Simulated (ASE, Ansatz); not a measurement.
# 1T-VSe2 triangular flake, bare edges, S on Se sites (55 atoms): support functions against a reference

Aim: test how closely localised support functions follow the reference on 1T-VSe2 triangular flake, bare edges, S on Se sites (55 atoms), and at what cost. A setting counts as converged where the r.m.s. difference of forces stays under 1 % of the r.m.s. force.

Main program and level: Ansatz 0.2.0; Kohn-Sham DFT, PBE, PAW (set soft_2, large core), plane waves.

## 1. The starting structure

The cell holds 55 atoms: 19 V, 5 S and 31 Se. Its edges and angles: a = 27.459 Å, b = 25.120 Å, c = 13.160 Å, α = 90.0°, β = 90.0°, γ = 90.0°. It derives from VSe2 (1T-VSe2) and VS2. 1T-VSe2 (a = 3.36 Å), rectangular cell with x along the armchair direction; triangle of inner radius 5.5 Å, 10 Å of vacuum, 5 of 36 Se replaced by S at random; not relaxed, displaced by a Gaussian of 0.02 Å. Vacuum lies along a, b and c.

Limits known from the start: Beside vacuum, support functions can miss their usual error bounds without a warning. The main run has no spin polarisation, so moments on V can't form in it, and no Hubbard term. The electron count is odd and the run has no spin polarisation, so levels at the top are partly filled by construction.

## 2. Plane-wave single point

This run is the reference for what follows, at a cutoff of 420 eV.

input.yaml reads:

```yaml
crystal:
  lattice:
    - [27.45907, 0.0, 0.0]
    - [0.0, 25.12, 0.0]
    - [0.0, 0.0, 13.16]
  atoms:
    - { symbol: V, position: [0.18184, 0.19897, 0.49954] }
    - { symbol: S, position: [0.25345, 0.19863, 0.38079] }
    - { symbol: Se, position: [0.21632, 0.26513, 0.62059] }
    - { symbol: Se, position: [0.25333, 0.33176, 0.38046] }
    - { symbol: Se, position: [0.32381, 0.19914, 0.62255] }
    - { symbol: V, position: [0.39367, 0.20062, 0.49908] }
    - { symbol: Se, position: [0.46493, 0.1977, 0.38055] }
    - { symbol: V, position: [0.28906, 0.26658, 0.50081] }
    - { symbol: Se, position: [0.32322, 0.33342, 0.62122] }
    - { symbol: Se, position: [0.35955, 0.26728, 0.37991] }
    - { symbol: V, position: [0.39353, 0.33361, 0.50001] }
    - { symbol: Se, position: [0.42928, 0.26645, 0.62155] }
    - { symbol: Se, position: [0.46344, 0.33349, 0.3786] }
    - { symbol: V, position: [0.28758, 0.39967, 0.50001] }
    - { symbol: Se, position: [0.32326, 0.466, 0.61643] }
    - { symbol: Se, position: [0.35953, 0.39882, 0.38247] }
    - { symbol: V, position: [0.3944, 0.46793, 0.49999] }
    - { symbol: Se, position: [0.42916, 0.40201, 0.62067] }
    - { symbol: S, position: [0.46491, 0.46613, 0.38032] }
    - { symbol: Se, position: [0.35859, 0.53428, 0.38361] }
    - { symbol: V, position: [0.39394, 0.60032, 0.50127] }
    - { symbol: Se, position: [0.42906, 0.53325, 0.61869] }
    - { symbol: Se, position: [0.46404, 0.59978, 0.38006] }
    - { symbol: Se, position: [0.42996, 0.66721, 0.61823] }
    - { symbol: Se, position: [0.46444, 0.73534, 0.37946] }
    - { symbol: Se, position: [0.53399, 0.19976, 0.62228] }
    - { symbol: V, position: [0.60655, 0.19945, 0.50219] }
    - { symbol: Se, position: [0.67652, 0.19793, 0.38058] }
    - { symbol: V, position: [0.49986, 0.26445, 0.49855] }
    - { symbol: Se, position: [0.53568, 0.33372, 0.61869] }
    - { symbol: S, position: [0.57091, 0.26642, 0.37806] }
    - { symbol: V, position: [0.60704, 0.33221, 0.49916] }
    - { symbol: Se, position: [0.64081, 0.26685, 0.61962] }
    - { symbol: Se, position: [0.67615, 0.33266, 0.37956] }
    - { symbol: V, position: [0.50065, 0.39942, 0.50271] }
    - { symbol: Se, position: [0.53584, 0.46496, 0.62023] }
    - { symbol: Se, position: [0.57014, 0.39842, 0.38115] }
    - { symbol: V, position: [0.60619, 0.46767, 0.50155] }
    - { symbol: Se, position: [0.64076, 0.39926, 0.62059] }
    - { symbol: Se, position: [0.67716, 0.46765, 0.37966] }
    - { symbol: V, position: [0.49919, 0.53404, 0.49904] }
    - { symbol: S, position: [0.53584, 0.60181, 0.62109] }
    - { symbol: Se, position: [0.5709, 0.53458, 0.37904] }
    - { symbol: V, position: [0.6061, 0.60055, 0.50138] }
    - { symbol: Se, position: [0.64102, 0.53351, 0.62155] }
    - { symbol: V, position: [0.49945, 0.66626, 0.49927] }
    - { symbol: Se, position: [0.536, 0.73229, 0.62209] }
    - { symbol: Se, position: [0.56972, 0.66761, 0.3792] }
    - { symbol: V, position: [0.50036, 0.80076, 0.50135] }
    - { symbol: Se, position: [0.7467, 0.19877, 0.61786] }
    - { symbol: V, position: [0.81814, 0.1988, 0.49774] }
    - { symbol: V, position: [0.71252, 0.26586, 0.49894] }
    - { symbol: Se, position: [0.74594, 0.3337, 0.61963] }
    - { symbol: S, position: [0.78189, 0.26627, 0.37998] }
    - { symbol: V, position: [0.71216, 0.39994, 0.49955] }
kpoints:
  mp_grid: { grid: [1, 1, 1] }
hamiltonian:
  xc: pbe
  pseudopotentials: { kind: paw, core: large }
scf:
  occupations: { method: gaussian, width: 0.025 }
output:
  forces: true
  populations: true
  dos:
    method: { smearing: { sigma: 0.08 } }
    de: 0.1
    projected: { site_lists: { S: [S], Se: [Se], V: [V] } }
  eigenvalues: true
  write_density: true
  write_potential: true
  volumetric_format: npy
```

Command:

```console
> ansatz run input.yaml --threads 8 --pin off --max-ram 15872MiB --backend cpu --events-out ev --progress --plain --runs-dir out
```

Numbers of over 12 decimals in the logs are rounded to 6 here.

The program printed:

```text
Engine: ansatz 0.2.0, aarch64-unknown-linux-gnu
Pseudopotentials: kind: paw
Pseudopotential: V, paw, valence charge 13, recommended cutoff 420 eV (normal), V.paw.azcp
Pseudopotential: S, paw, valence charge 6, recommended cutoff 420 eV (normal), S.paw.azcp
Pseudopotential: Se, paw, valence charge 6, recommended cutoff 420 eV (normal), Se.paw.azcp#standard-large-core
[... 5 lines on functional and potentials left out ...]
Crystal: 55 atoms, lattice volume = 9077.397 Å³
Basis set: ecut = 420 eV, 177291 PW (Γ), exchange–correlation on 384×360×180 points (8 copies of the dense FFT grid, shifted against one another)
Bands: 287, of which v1, the nominal top of the filled ones, is band 232 counted from 1 (231 counted from 0)
Symmetry: 1 space group operations
Space group: P1 (ITA 1), of the structure as read, at distance tolerance 2.1e-4 Å
k-points: 1
[... 7 lines on functional and potentials left out ...]
Initial density: superposition of atomic densities (neutral atoms: chi_scale 0, normalization atom)
Initial wavefunctions: pseudopotential atomic-orbital guess
Functional: x = pbe(κ = 0.804, μ = 0.219515), c = pbe(β = 0.066725)
SCF iter   1: F=—  HF=-139796.524320 eV  |F-HF|=—  |Δ(HF+E_count)|=         —  Δρ=2.78e-2  dr2=2.59e2  ethr=3.10e-3  ⟨swp⟩=8.0  Hψ=1446  notcnv=0
preconditioner: auto → LDOS  [insulator: Δε(μ)=0.127 eV  Ē_g=5.854 eV  σ=0.025 eV  W_gap=0.58  n_scr=708 (ndim 8)  ℏωp=6.9 eV  f_vac=0.784  D(μ)=61.13/eV (n_scr^D=212)  ε∞_Penn≈2.4  β→1.0]
SCF iter   2: F=—  HF=-139861.902266 eV  |F-HF|=—  |Δ(HF+E_count)|=    6.54e1  Δρ=7.70e-2  dr2=1.69e3  ethr=3.10e-3  ⟨swp⟩=6.0  Hψ=749  notcnv=0  defer=43  recentre
SCF iter   3: F=—  HF=-139783.622776 eV  |F-HF|=—  |Δ(HF+E_count)|=    7.83e1  Δρ=2.25e-2  dr2=1.46e2  ethr=3.10e-3  ⟨swp⟩=4.0  Hψ=741  notcnv=0  defer=45
SCF iter   4: F=—  HF=-139780.082114 eV  |F-HF|=—  |Δ(HF+E_count)|=    3.54e0  Δρ=2.88e-2  dr2=1.88e2  ethr=3.10e-3  ⟨swp⟩=5.0  Hψ=783  notcnv=0  defer=38
SCF iter   5: F=—  HF=-139777.771235 eV  |F-HF|=—  |Δ(HF+E_count)|=    2.31e0  Δρ=9.32e-3  dr2=1.51e1  ethr=3.10e-3  ⟨swp⟩=8.0  Hψ=367  notcnv=0  defer=39
SCF iter   6: F=—  HF=-139778.025854 eV  |F-HF|=—  |Δ(HF+E_count)|=   2.55e-1  Δρ=1.38e-2  dr2=2.94e1  ethr=3.10e-3  ⟨swp⟩=3.0  Hψ=345  notcnv=0  defer=40
SCF iter   7: F=—  HF=-139777.620381 eV  |F-HF|=—  |Δ(HF+E_count)|=   4.05e-1  Δρ=8.14e-3  dr2=1.57e1  ethr=3.10e-3  ⟨swp⟩=2.0  Hψ=371  notcnv=0  defer=40
SCF iter   8: F=—  HF=-139777.653369 eV  |F-HF|=—  |Δ(HF+E_count)|=   3.30e-2  Δρ=5.19e-3  dr2=2.17e0  ethr=3.10e-3  ⟨swp⟩=2.0  Hψ=375  notcnv=0  defer=40
SCF iter   9: F=—  HF=-139777.560794 eV  |F-HF|=—  |Δ(HF+E_count)|=   9.26e-2  Δρ=3.92e-3  dr2=1.99e0  ethr=4.69e-4  ⟨swp⟩=3.0  Hψ=259  notcnv=0  defer=40
SCF iter  10: F=—  HF=-139777.557610 eV  |F-HF|=—  |Δ(HF+E_count)|=   3.18e-3  Δρ=5.51e-3  dr2=6.70e0  ethr=4.29e-4  ⟨swp⟩=3.0  Hψ=255  notcnv=0  defer=40  recentre
[...]
SCF iter  26: F=—  HF=-139777.568680 eV  |F-HF|=—  |Δ(HF+E_count)|=   2.13e-5  Δρ=1.10e-5  dr2=2.46e-5  ethr=2.53e-8  ⟨swp⟩=2.0  Hψ=248  notcnv=0  defer=40
SCF iter  27: F=—  HF=-139777.570335 eV  |F-HF|=—  |Δ(HF+E_count)|=   1.66e-3  Δρ=9.05e-6  dr2=1.61e-5  ethr=5.30e-9  ⟨swp⟩=2.0  Hψ=401  notcnv=0  defer=40
SCF iter  28: F=—  HF=-139777.570346 eV  |F-HF|=—  |Δ(HF+E_count)|=   1.05e-5  Δρ=8.61e-6  dr2=1.53e-5  ethr=3.48e-9  ⟨swp⟩=1.0  Hψ=247  notcnv=0  defer=40
SCF iter  29: F=—  HF=-139777.570348 eV  |F-HF|=—  |Δ(HF+E_count)|=   2.03e-6  Δρ=5.90e-6  dr2=7.20e-6  ethr=3.30e-9  ⟨swp⟩=1.0  Hψ=247  notcnv=0  defer=40
SCF iter  30: F=—  HF=-139777.570355 eV  |F-HF|=—  |Δ(HF+E_count)|=   7.45e-6  Δρ=4.73e-6  dr2=4.05e-6  ethr=1.56e-9  ⟨swp⟩=1.0  Hψ=247  notcnv=0  defer=40
SCF iter  31: F=—  HF=-139777.570358 eV  |F-HF|=—  |Δ(HF+E_count)|=   2.60e-6  Δρ=3.10e-6  dr2=2.00e-6  ethr=8.75e-10  ⟨swp⟩=2.0  Hψ=250  notcnv=0  defer=40
SCF iter  32: F=—  HF=-139777.570359 eV  |F-HF|=—  |Δ(HF+E_count)|=   1.07e-6  Δρ=3.26e-6  dr2=2.42e-6  ethr=4.33e-10  ⟨swp⟩=1.0  Hψ=247  notcnv=0  defer=40
SCF iter  33: F=—  HF=-139777.570360 eV  |F-HF|=—  |Δ(HF+E_count)|=   7.47e-7  Δρ=1.98e-6  dr2=8.28e-7  ethr=4.33e-10  ⟨swp⟩=1.0  Hψ=247  notcnv=0  defer=40
SCF iter  34: F=—  HF=-139777.570360 eV  |F-HF|=—  |Δ(HF+E_count)|=   3.68e-7  Δρ=1.32e-6  dr2=3.73e-7  ethr=1.79e-10  ⟨swp⟩=1.0  Hψ=247  notcnv=0  defer=40
SCF iter  35: F=-139777.570361 eV  HF=-139777.570360 eV  |F-HF|=3.62e-7  |Δ(HF+E_count)|=   1.61e-7  Δρ=6.55e-7  dr2=8.78e-8  ethr=2.16e-11  ⟨swp⟩=23.0  Hψ=2621  notcnv=0
SCF 1 converged in 35 iterations: F = -139777.570361 eV  dr2 = 8.78e-8
  greatest PAW one-centre occupation: 1.000 electrons in one spin orbital (limit 2), on the V atom at site 45 (counted from 0), in its partial waves of l = 0
WARN: The output density's exchange-correlation potential varies sharply where the density is thin. Do not read a vacuum level from v_tot or v_xc, or from such a field of the output density. On a cell that repeats whose density bears no net charge and no dipole along the vacuum's axis use v_es (v_loc + v_h of the components); [...]
SCF converged after 35 iterations
Free energy (F): -139777.570361 eV
Harris-Foulkes:  -139777.570360 eV  (|F-HF|=3.62e-7)
Internal energy: -139777.522274 eV  (E = F + TS)
E sigma→0 (E₀):  -139777.546317 eV
Entropy (-TS):   -0.048086 eV (-0.874 meV/atom)
Fermi energy:    -2.887389 eV
--- Per-component energies (eV) ---
  E_band       = -9673.341988
  E_kinetic    = 9919.756896
  E_local      = -236726.098136  (includes V_loc(G=0)·N_el)
  E_nonlocal   = 962.573255
  E_hartree    = 113120.012764
  E_xc         = -8794.065577
  E_vxc        = -6011.572159  (∫ρ·V_xc dr)
  E_paw        = -92492.465158  (= ΣΔE_a)
  E_vpaw       = -4058.060520  (= ΣTr[D̂ρ^β])
  E_aug_tail   = 0.005154  (compensation charges beyond the density's cutoff)
  E_ewald      = 74232.758528
  E_smearing   = -0.048086  (= −TS)
  E_closure    = 0.000000  (closes the sum)
  Σ components = -139777.570361   (vs F -139777.570361, Δ=0.00e0)
--- Forces (eV/Å), atoms counted from 1 ---
  atom   1  V      4.11560412     1.99825936    -0.42991975
  atom   2  S     -2.32782373     0.15091277     2.18460609
  atom   3  Se    -1.27065165    -1.60160515    -1.28719866
  atom   4  Se    -0.09220576     0.99554721     0.96529506
  atom   5  Se     0.82783442    -0.38465044    -1.16077994
  atom   6  V      0.19485694     3.16589283     0.09930720
  atom   7  Se    -0.99843920    -0.47968637     0.95719032
  atom   8  V     -0.25155591    -0.54849636    -0.43668539
  atom   9  Se    -0.73122793     0.45681014    -0.55697225
  atom  10  Se    -0.09443004    -1.00422417     0.48714029
  atom  11  V      0.53836328    -0.05140907     0.31592435
  atom  12  Se    -0.16463267    -0.66391050    -0.64909577
  atom  13  Se     0.15571721    -0.07988055     0.31951772
  atom  14  V      3.05445900    -1.50758018     0.07195642
[...]
atom  54  S      1.04291354    -1.99855196     2.04962507
  atom  55  V     -3.10407475    -1.44424424    -0.17119115
  max |Σ_I F_I| component: 1.21e-4 eV/Å
--- Band table (eV) ---
  k-point 0: bands = ["-67.7937", "-67.7889", "-67.7787", "-67.7750", [... 271 levels ...], "-1.9180", "-1.9067", "-1.8917", "-1.8826", "-1.8522", "-1.7899", "-1.7725", "-1.7564", "-1.6930", "-1.6748", "-1.6297", "-1.6057"]
--- Löwdin populations: 55 sites ---
  site symbol       q [e]
     0      V     12.2980
     1      S      6.4505
     2     Se      6.3631
[...]
54      V     12.1824
  spilling = 0.006727 (of n_electrons = 463.000000)
```

Elapsed: 1.7 min, on 8 threads of Arm Neoverse V1, shared host; peak memory 8.1 GiB.

The column dr2 measures how far the density is from self-consistency, as an energy; F and HF (Harris–Foulkes) agree once it is small.

The program notes that potentials were chosen by core size and the exchange-correlation potential is rough where the density is thin.

Numbers from this run:

```yaml
free_energy: -139777.5704 eV
free_energy_per_atom: -2541.4104 eV/atom
scf_cycles: 35
r_m_s_force_component: 1.187 eV/Å
longest_force: 4.642 eV/Å
fermi_energy: -2.887 eV
levels_partly_filled_by_over_2_per_cent: 4
spilling_of_the_projection: 0.006727
```

Neighbours are counted within 3.19 Å (Se-V), 3.02 Å (V-S).

Length of the force by element and coordination:

```csv
element,coordination,atoms,mean length of the force (eV/Å),spread,least,most
S,all,5,2.50,0.560,1.66,3.20
S,2,2,3.12,0.0746,3.05,3.20
S,3,3,2.09,0.304,1.66,2.33
Se,all,31,1.26,0.606,0.266,2.62
Se,2,16,1.71,0.444,1.30,2.62
Se,3,15,0.780,0.313,0.266,1.12
V,all,19,2.18,1.61,0.271,4.64
V,2,3,4.44,0.247,4.10,4.64
V,4,6,3.51,0.249,3.17,3.84
V,6,10,0.696,0.208,0.271,0.934
```

Löwdin charges by element and coordination (they lack the spilled electrons, 0.057 e an atom on average):

```csv
element,coordination,atoms,mean charge (e),spread,least,most
S,all,5,-0.375,0.0571,-0.451,-0.310
S,2,2,-0.442,0.0082,-0.451,-0.434
S,3,3,-0.331,0.0199,-0.357,-0.310
Se,all,31,-0.295,0.0857,-0.403,-0.178
Se,2,16,-0.376,0.0141,-0.403,-0.351
Se,3,15,-0.208,0.0221,-0.247,-0.178
V,all,19,0.743,0.055,0.649,0.827
V,2,3,0.703,0.0068,0.696,0.712
V,4,6,0.814,0.0099,0.799,0.827
V,6,10,0.713,0.0363,0.649,0.757
```

Density of states as counts of states in windows of 1 eV (from the Fermi level), total and the larger projections:

```csv
from (eV),to (eV),total,Se p,V d,S p,Se s
-18,-15,0.0,0.0,0.0,0.0,0.0
-15,-14,0.3,0.0,0.0,0.0,0.2
-14,-13,14.2,0.4,0.2,0.0,10.5
-13,-12,43.0,0.7,1.8,0.1,34.2
-12,-11,14.6,0.1,0.6,0.0,9.4
-11,-6,0.0,0.0,0.0,0.0,0.0
-6,-5,5.6,3.7,0.8,0.4,0.1
-5,-4,33.6,22.8,4.3,3.3,1.0
-4,-3,45.2,28.5,8.6,5.3,0.7
-3,-2,66.1,37.3,19.3,7.1,0.9
-2,-1,48.5,30.5,11.4,4.8,0.5
-1,0,43.1,12.9,26.9,1.4,0.2
0,1,92.3,15.8,69.4,2.7,0.2
```

The curve was stored every 0.100 eV, coarse against its broadening of 0.08 eV, so these counts are rough.

The stored curve holds about 314 of the 463 electrons; the rest, give or take the few that broadening carries across the Fermi level, lie in deeper levels below its range.

The levels nearest the highest filled one (over half full), pooled over k-points and spins:

```csv
level less the highest filled one (eV),occupation
-0.102,2
-0.0989,2
-0.0688,2
-0.0199,1.78
-0.0044,1.27
0,1.07
0.0042,0.882
0.0611,0.001
0.0677,0
0.151,0
0.163,0
0.168,0
```

Valence density in the ac plane at fractional y = 0.198, with atoms of V and S and Se within 0.2 Å of it. It is the smooth field of the valence electrons, not physical close to the nuclei.

Ten steps, logarithmic in the rise over the least value, from '0' (0 e/Å³) to '9' (12 e/Å³), each cell a mean:
```
00000000000000000000000000000000000000000000
00000000000000000000000000000000000000000000
00000000000000000000000000000000000000000000
00000000000000000000000000000000000000000000
00000000000000000000000000000000000000000000
00000000000000000000000000000000000000000000
00001121100000000000112110000000000011111000
00013444321000000002344331000000000133432100
00124323431100000013432342110000001343234210
00123333432111100013433443211110001343234321
00112333334653110012333333566411001233333346
11111122247996311111112224899731111112222589
22211101137986322221111113788632222111111479
44432100113443344443210011233334444311001134
43442100011112342233210001111234224321000111
44432000000001343343200000001134334310000000
33221000000000123332100000000012332100000000
01000000000000001110000000000000110000000000
00000000000000000000000000000000000000000000
00000000000000000000000000000000000000000000
00000000000000000000000000000000000000000000
00000000000000000000000000000000000000000000
00000000000000000000000000000000000000000000
00000000000000000000000000000000000000000000
```
Columns run along a (16.0 Å, from fractional 0.24 to 0.83 of the cell), rows up along c (13.2 Å). Atoms in or near the plane, at fractional coordinates: S at (0.25, 0.38), Se at (0.32, 0.62), V at (0.39, 0.50), Se at (0.46, 0.38), Se at (0.53, 0.62), V at (0.61, 0.50), Se at (0.68, 0.38), Se at (0.75, 0.62), V at (0.82, 0.50).

Electrostatic potential energy in the ac plane at fractional y = 0.198, with atoms of V and S and Se within 0.2 Å of it. With pseudopotentials it is smooth inside the atoms' cores, unlike the true potential.

Ten even steps from '0' (-37 eV) to '9' (2 eV), each cell a mean:
```
99999999999999999999999999999999999999999999
99999999999999999999999999999999999999999999
99999999999999999999999999999999999999999999
99999999999999999999999999999999999999999999
99999999999999999999999999999999999999999999
99999999999999999999999999999999999999999999
99999999999999999999999999999999999999999999
99999999999999999999998423589999999999842368
99999999999999999999984000069999999998300006
99999999998888889999985000068888999998400016
99999999988742247999998644675224789999864467
99999999887401204899999999850110389999999986
99999999887511115888899999861111488889999987
99999999988764468632369999986446752125899998
99999999999888898201028999999888810001799999
99999999999999998510048999999999840003899999
99999999999999999987799999999999987678999999
99999999999999999999999999999999999999999999
99999999999999999999999999999999999999999999
99999999999999999999999999999999999999999999
99999999999999999999999999999999999999999999
99999999999999999999999999999999999999999999
99999999999999999999999999999999999999999999
99999999999999999999999999999999999999999999
```
Columns run along a (16.0 Å, from fractional 0.00 to 0.58 of the cell; values clipped at the 3rd and 97th percentile), rows up along c (13.2 Å). Atoms in or near the plane, at fractional coordinates: V at (0.18, 0.50), S at (0.25, 0.38), Se at (0.32, 0.62), V at (0.39, 0.50), Se at (0.46, 0.38), Se at (0.53, 0.62).

Forces differ by site in this geometry: V atoms with 4 neighbours bear 3.5 eV/Å on average, against 0.70 eV/Å for those with 6. Mean Löwdin charges: S -0.38, Se -0.29, V +0.74 e (they miss 0.67 % of the electrons, so they add up to more than the cell's charge). Within 0.4 eV of the Fermi level the largest share is V d (79 % of the projected weight).

(Part 1 of 2 ends here.)

[Logs are printed without paths, hosts, clocks, repeated set-up lines and the standing remarks that a program may print on its own settings, such as how far it seeks lower states.]

[Hosts, paths, dates, database ids (printed as entryN), source tags and the programs' standing remarks are cut or masked in the printed files.]
